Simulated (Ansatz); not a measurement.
## MgO in Ansatz: the effect of functional

The system is MgO.

```
Mg O
1.0
     3.26308    0.00000    0.00000
    -1.63154    2.82591    0.00000
     0.00000    0.00000    4.91554
Mg O
2 2
Cartesian
  1.6315 0.9420 2.4684
  0.0000 1.8839 0.0106
  1.6315 0.9420 4.4360
  0.0000 1.8839 1.9782
```

Measurements of this composition are mostly on another form, of space group No. 225.

The cell isn't the ideal one: volume scaled by 0.96.

Alike in all runs:

- Program: Ansatz 0.2.0
- Task: single point
- Potentials or basis: Ansatz PAW
- k mesh: 9 × 9 × 6
- Occupations: fermi-dirac, width 0.05 eV
- Spin: no spin polarisation

One run gave: gap on the mesh 3.59 eV; pressure 0.8 GPa. Which functional did it use?
A. LDA
B. PBEsol
C. r2SCAN

A.

```csv
functional,cutoff,gap on the mesh (eV),pressure (GPa)
LDA,420 eV (not typed: the program's choice for these potentials),3.59,0.8
PBEsol,420 eV (not typed: the program's choice for these potentials),3.57,5.8
r2SCAN,500 eV (not typed: the program's choice for these potentials),4.38,5.0
```

Caveats: odd divisions of the mesh miss points on the zone boundary, where band edges often lie, so the gap on the mesh can be too wide; the PAW data sets come from PBE, with cores solved anew for the run's functional, which leaves a small shift of forces and pressure.

A k mesh can miss the band edges.
